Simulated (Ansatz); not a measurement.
Born–Oppenheimer molecular dynamics of a periodic cell of 33 atoms, Ba6Ti6H2O19 (surface BaTiO3(110), adsorbate H2O, incident energy 0.8 eV, 0° from the normal). It starts from an unrelaxed structure (largest force component 6.65 eV/Å).

Method: Ansatz 0.2.0, DFT PBEsol, scalar-relativistic, plane waves, PAW. Settings: accuracy low, cutoff 420 eV, k mesh 1x2x1, fermi-dirac smearing 0.02 eV, no spin polarisation.

```
ensemble            : NVE (velocity Verlet)
time step           : 0.5 fs
steps asked         : 80
starting velocities : zero, but for any typed in the input
atoms held          : 1, 2, 5, 6, 7, 10, 11, 12, 15
seed                : 271685
```

Frames 2.5 fs apart, positions in Å, forces in eV/Å.

Velocities at 20.0 fs (Å/ps):

```
Ba 0.00 0.00 0.00
Ti 0.00 0.00 0.00
O -2.34 4.13 -22.61
O -5.83 7.25 -35.80
O 0.00 0.00 0.00
Ba 0.00 0.00 0.00
Ti 0.00 0.00 0.00
O -2.34 4.14 -22.61
O -5.84 7.26 -35.82
O 0.00 0.00 0.00
Ba 0.00 0.00 0.00
Ti 0.00 0.00 0.00
O -2.33 4.15 -22.61
O -5.83 7.24 -35.81
O 0.00 0.00 0.00
Ba -0.05 0.14 3.89
Ti 2.50 -6.60 14.52
O -4.30 6.65 -9.59
O -4.54 6.68 -24.36
O 3.78 3.85 -26.88
Ba -0.05 0.12 3.78
Ti 2.47 -6.57 14.53
O -4.46 6.64 -9.55
O -4.33 6.87 -24.29
O 3.79 3.87 -26.85
Ba -0.05 0.12 3.79
Ti 2.48 -6.54 14.57
O -4.41 6.62 -9.81
O -4.11 7.14 -24.67
O 3.75 3.86 -26.88
O -0.03 -0.24 -26.26
H -5.11 -0.97 -58.57
H 4.98 1.94 -59.43
```

```xyz
33
Lattice="9.7930 0.0000 0.0000 0.0000 6.9539 0.0000 0.0000 0.0000 18.2642" Properties=species:S:1:pos:R:3:forces:R:3 time_fs=20.0 energy_less_start_eV=-11.036 T=3814
Ba 0.000 0.000 1.000 -0.42 0.38 2.06
Ti 3.264 5.884 1.000 1.88 -3.63 -0.84
O 2.497 6.827 2.060 -2.34 2.98 1.94
O 7.272 6.961 2.018 0.57 -0.71 -0.50
O 4.869 6.859 1.000 0.36 0.94 -2.69
Ba 6.529 4.636 1.000 -0.42 0.38 2.06
Ti 0.000 3.566 1.000 1.88 -3.64 -0.84
O 9.026 4.509 2.059 -2.34 2.99 1.94
O 4.008 4.643 2.017 0.57 -0.71 -0.49
O 1.605 4.541 1.000 0.36 0.94 -2.69
Ba 3.264 2.318 1.000 -0.42 0.38 2.06
Ti 6.529 1.248 1.000 1.87 -3.63 -0.83
O 5.761 2.191 2.060 -2.34 2.98 1.93
O 0.743 2.325 2.017 0.57 -0.71 -0.50
O 8.133 2.223 1.000 0.36 0.94 -2.69
Ba 4.896 0.001 3.868 -0.10 0.21 1.98
Ti 8.170 5.843 4.040 2.13 -3.34 -3.82
O 7.391 6.822 4.998 -3.10 4.16 3.34
O 2.394 6.951 4.982 1.04 -1.36 0.38
O 9.809 6.892 3.553 -0.02 0.35 -1.77
Ba 1.632 4.637 3.867 -0.10 0.17 1.91
Ti 4.906 3.524 4.040 2.06 -3.27 -3.83
O 4.125 4.504 4.998 -3.07 4.16 3.33
O 8.925 4.635 4.984 1.04 -1.33 0.37
O 6.544 4.574 3.553 -0.02 0.37 -1.76
Ba 8.161 2.319 3.867 -0.09 0.18 1.92
Ti 1.642 1.207 4.040 2.09 -3.28 -3.78
O 0.861 2.186 4.997 -3.07 4.14 3.27
O 5.662 2.320 4.979 1.09 -1.35 0.37
O 3.280 2.256 3.552 -0.01 0.36 -1.77
O 5.043 6.966 8.200 0.05 -0.28 0.13
H 4.415 6.233 8.075 -0.10 0.10 -0.10
H 5.901 6.525 8.068 0.05 0.14 -0.11
33
Lattice="9.7930 0.0000 0.0000 0.0000 6.9539 0.0000 0.0000 0.0000 18.2642" Properties=species:S:1:pos:R:3:forces:R:3 time_fs=22.5 energy_less_start_eV=-10.788 T=3734
Ba 0.000 0.000 1.000 -0.41 0.35 2.00
Ti 3.264 5.884 1.000 1.70 -3.30 -2.85
O 2.486 6.843 2.007 -2.90 3.67 2.93
O 7.259 6.977 1.928 1.26 -1.80 0.83
O 4.869 6.859 1.000 0.41 1.10 -2.88
Ba 6.529 4.636 1.000 -0.41 0.35 2.00
Ti 0.000 3.566 1.000 1.70 -3.31 -2.85
O 9.015 4.526 2.007 -2.90 3.67 2.94
O 3.995 4.659 1.927 1.26 -1.81 0.84
O 1.605 4.541 1.000 0.41 1.10 -2.88
Ba 3.264 2.318 1.000 -0.41 0.35 2.00
Ti 6.529 1.248 1.000 1.69 -3.31 -2.84
O 5.751 2.208 2.007 -2.89 3.66 2.93
O 0.730 2.341 1.928 1.26 -1.81 0.83
O 8.133 2.223 1.000 0.41 1.10 -2.88
Ba 4.896 0.001 3.878 -0.02 0.11 1.71
Ti 8.178 5.824 4.073 1.03 -1.36 -6.00
O 7.375 6.846 4.980 -3.13 4.18 3.39
O 2.385 6.964 4.923 2.23 -3.22 2.22
O 9.818 6.902 3.482 -0.17 0.25 -1.27
Ba 1.632 4.637 3.877 -0.02 0.07 1.65
Ti 4.913 3.506 4.073 0.93 -1.26 -6.04
O 4.107 4.528 4.981 -3.09 4.21 3.38
O 8.917 4.648 4.925 2.21 -3.17 2.21
O 6.554 4.584 3.483 -0.16 0.26 -1.26
Ba 8.160 2.319 3.877 -0.01 0.08 1.66
Ti 1.649 1.189 4.073 0.99 -1.29 -5.95
O 0.844 2.211 4.979 -3.10 4.17 3.30
O 5.655 2.334 4.920 2.30 -3.24 2.23
O 3.289 2.267 3.482 -0.16 0.25 -1.26
O 5.043 6.964 8.134 0.18 -1.00 -0.19
H 4.405 6.240 7.927 0.33 0.55 0.06
H 5.907 6.538 7.917 -0.51 0.41 0.05
33
Lattice="9.7930 0.0000 0.0000 0.0000 6.9539 0.0000 0.0000 0.0000 18.2642" Properties=species:S:1:pos:R:3:forces:R:3 time_fs=25.0 energy_less_start_eV=-10.318 T=3583
Ba 0.000 0.000 1.000 -0.38 0.27 1.72
Ti 3.264 5.884 1.000 0.96 -2.05 -4.24
O 2.465 6.873 1.966 -2.93 3.71 3.25
O 7.251 6.986 1.841 2.04 -3.10 2.17
O 4.869 6.859 1.000 0.40 1.20 -2.97
Ba 6.529 4.636 1.000 -0.39 0.28 1.72
Ti 0.000 3.566 1.000 0.97 -2.06 -4.24
O 8.994 4.556 1.966 -2.93 3.71 3.26
O 3.986 4.668 1.841 2.05 -3.11 2.18
O 1.605 4.541 1.000 0.40 1.20 -2.97
Ba 3.264 2.318 1.000 -0.39 0.27 1.72
Ti 6.529 1.248 1.000 0.96 -2.06 -4.23
O 5.729 2.238 1.966 -2.93 3.71 3.24
O 0.722 2.350 1.841 2.04 -3.10 2.17
O 8.133 2.223 1.000 0.40 1.20 -2.97
Ba 4.896 0.002 3.889 0.11 -0.08 1.42
Ti 8.186 5.804 4.099 -1.07 1.93 -7.27
O 7.346 6.886 4.975 -2.28 3.04 2.53
O 2.385 6.965 4.873 3.41 -5.09 3.96
O 9.827 6.914 3.407 -0.29 0.12 -0.49
Ba 1.632 4.637 3.888 0.12 -0.13 1.39
Ti 4.921 3.487 4.099 -1.20 2.03 -7.31
O 4.079 4.568 4.976 -2.22 3.11 2.52
O 8.917 4.650 4.874 3.39 -5.03 3.95
O 6.562 4.596 3.408 -0.28 0.15 -0.48
Ba 8.160 2.320 3.888 0.14 -0.12 1.40
Ti 1.657 1.169 4.099 -1.09 1.98 -7.22
O 0.815 2.251 4.973 -2.25 3.06 2.42
O 5.656 2.336 4.868 3.51 -5.14 3.98
O 3.297 2.278 3.407 -0.27 0.13 -0.48
O 5.044 6.959 8.068 0.07 -0.46 -0.09
H 4.410 6.275 7.781 -0.07 0.17 0.01
H 5.889 6.573 7.769 0.00 0.24 -0.02
33
Lattice="9.7930 0.0000 0.0000 0.0000 6.9539 0.0000 0.0000 0.0000 18.2642" Properties=species:S:1:pos:R:3:forces:R:3 time_fs=27.5 energy_less_start_eV=-10.082 T=3507
Ba 0.000 0.000 1.000 -0.36 0.17 1.04
Ti 3.264 5.884 1.000 -0.14 -0.21 -4.63
O 2.433 6.917 1.937 -2.33 3.01 2.90
O 7.250 6.984 1.763 2.66 -4.14 3.17
O 4.869 6.859 1.000 0.32 1.23 -2.89
Ba 6.529 4.636 1.000 -0.36 0.17 1.03
Ti 0.000 3.566 1.000 -0.13 -0.23 -4.62
O 8.961 4.599 1.937 -2.34 3.01 2.91
O 3.986 4.666 1.763 2.67 -4.15 3.17
O 1.605 4.541 1.000 0.31 1.23 -2.89
Ba 3.264 2.318 1.000 -0.36 0.17 1.03
Ti 6.529 1.248 1.000 -0.13 -0.22 -4.62
O 5.697 2.282 1.937 -2.34 3.01 2.90
O 0.721 2.348 1.763 2.66 -4.14 3.16
O 8.133 2.223 1.000 0.31 1.23 -2.89
Ba 4.896 0.002 3.901 0.22 -0.26 1.04
Ti 8.194 5.787 4.116 -2.86 4.50 -7.20
O 7.310 6.938 4.980 -0.98 1.32 1.31
O 2.397 6.947 4.836 3.81 -5.70 4.63
O 9.834 6.925 3.331 -0.39 0.05 0.70
Ba 1.631 4.638 3.899 0.24 -0.33 1.04
Ti 4.928 3.470 4.116 -3.00 4.56 -7.21
O 4.042 4.620 4.981 -0.90 1.43 1.30
O 8.930 4.633 4.838 3.79 -5.64 4.61
O 6.570 4.607 3.331 -0.37 0.07 0.71
Ba 8.160 2.320 3.899 0.26 -0.31 1.05
Ti 1.665 1.152 4.117 -2.88 4.55 -7.15
O 0.778 2.302 4.976 -0.95 1.36 1.19
O 5.670 2.319 4.831 3.91 -5.74 4.62
O 3.305 2.289 3.331 -0.36 0.06 0.71
O 5.045 6.952 8.002 0.01 -0.05 0.07
H 4.411 6.320 7.636 -0.41 -0.14 -0.07
H 5.871 6.623 7.618 0.41 0.13 -0.12
33
Lattice="9.7930 0.0000 0.0000 0.0000 6.9539 0.0000 0.0000 0.0000 18.2642" Properties=species:S:1:pos:R:3:forces:R:3 time_fs=30.0 energy_less_start_eV=-10.299 T=3576
Ba 0.000 0.000 1.000 -0.36 0.06 0.10
Ti 3.264 5.884 1.000 -1.12 1.38 -3.88
O 2.392 6.972 1.918 -1.26 1.73 2.09
O 7.259 6.966 1.696 2.78 -4.31 3.44
O 4.869 6.859 1.000 0.16 1.22 -2.73
Ba 6.529 4.636 1.000 -0.36 0.06 0.10
Ti 0.000 3.566 1.000 -1.11 1.36 -3.87
O 8.921 4.654 1.918 -1.26 1.73 2.10
O 3.995 4.648 1.696 2.79 -4.32 3.45
O 1.605 4.541 1.000 0.16 1.22 -2.74
Ba 3.264 2.318 1.000 -0.36 0.05 0.09
Ti 6.529 1.248 1.000 -1.11 1.37 -3.88
O 5.656 2.337 1.918 -1.26 1.74 2.09
O 0.731 2.330 1.696 2.78 -4.31 3.43
O 8.133 2.223 1.000 0.16 1.22 -2.74
Ba 4.896 0.002 3.913 0.26 -0.36 0.70
Ti 8.197 5.775 4.124 -3.32 4.92 -5.86
O 7.269 6.994 4.989 0.29 -0.39 0.21
O 2.424 6.908 4.817 2.94 -4.30 3.91
O 9.841 6.937 3.257 -0.46 0.04 2.09
Ba 1.631 4.638 3.910 0.28 -0.44 0.73
Ti 4.932 3.458 4.124 -3.41 4.90 -5.81
O 4.002 4.677 4.990 0.41 -0.25 0.17
O 8.956 4.595 4.819 2.92 -4.27 3.89
O 6.577 4.620 3.257 -0.44 0.07 2.10
Ba 8.160 2.320 3.911 0.31 -0.41 0.74
Ti 1.668 1.140 4.125 -3.35 4.96 -5.81
O 0.738 2.358 4.983 0.36 -0.34 0.06
O 5.699 2.281 4.811 2.99 -4.30 3.85
O 3.312 2.301 3.257 -0.42 0.05 2.10
O 5.046 6.945 7.935 0.14 -0.65 -0.66
H 4.392 6.361 7.489 0.11 0.26 0.28
H 5.871 6.682 7.463 -0.23 0.33 0.25
33
Lattice="9.7930 0.0000 0.0000 0.0000 6.9539 0.0000 0.0000 0.0000 18.2642" Properties=species:S:1:pos:R:3:forces:R:3 time_fs=32.5 energy_less_start_eV=-10.283 T=3571
Ba 0.000 0.000 1.000 -0.40 -0.06 -1.00
Ti 3.264 5.884 1.000 -1.56 2.08 -2.38
O 2.346 7.034 1.908 0.00 0.26 1.21
O 7.279 6.933 1.642 2.26 -3.37 3.02
O 4.869 6.859 1.000 -0.03 1.18 -2.55
Ba 6.529 4.636 1.000 -0.41 -0.06 -1.00
Ti 0.000 3.566 1.000 -1.55 2.07 -2.37
O 8.875 4.716 1.908 -0.01 0.26 1.22
O 4.014 4.615 1.642 2.27 -3.37 3.02
O 1.605 4.541 1.000 -0.03 1.18 -2.56
Ba 3.264 2.318 1.000 -0.41 -0.06 -1.01
Ti 6.529 1.248 1.000 -1.55 2.07 -2.38
O 5.611 2.398 1.907 -0.01 0.27 1.21
O 0.750 2.297 1.642 2.26 -3.36 3.01
O 8.133 2.223 1.000 -0.03 1.18 -2.56
Ba 4.896 0.003 3.925 0.23 -0.39 0.41
Ti 8.197 5.769 4.125 -2.66 3.63 -4.04
O 7.230 7.049 4.999 1.34 -1.81 -0.58
O 2.461 6.854 4.813 1.24 -1.61 2.47
O 9.845 6.949 3.191 -0.51 0.08 3.54
Ba 1.632 4.638 3.922 0.25 -0.48 0.48
Ti 4.931 3.452 4.124 -2.70 3.58 -3.95
O 3.964 4.734 5.000 1.49 -1.67 -0.66
O 8.994 4.542 4.814 1.21 -1.61 2.43
O 6.581 4.632 3.192 -0.49 0.10 3.54
Ba 8.160 2.320 3.923 0.29 -0.45 0.48
Ti 1.668 1.135 4.126 -2.71 3.68 -4.00
O 0.699 2.414 4.991 1.45 -1.77 -0.75
O 5.738 2.227 4.806 1.21 -1.59 2.37
O 3.316 2.314 3.191 -0.47 0.09 3.55
O 5.048 6.935 7.866 0.18 -0.66 -1.04
H 4.378 6.415 7.357 0.27 0.28 0.45
H 5.859 6.760 7.323 -0.42 0.31 0.45
```

Of the whole run (40 fs, mean temperature of the second half 3319 K): The conserved energy stayed within 0.2 meV per atom of its start (net change -0.035 meV per atom), so the integration is sound. A run of 0.04 ps of so small a system gives no equilibrium averages. Limits of this set-up: coarse k mesh, thin slab, slab without dipole correction, no dispersion correction for a molecule that may bind weakly, low accuracy level.

The run took 17 min on 2 CPU threads of a shared host.
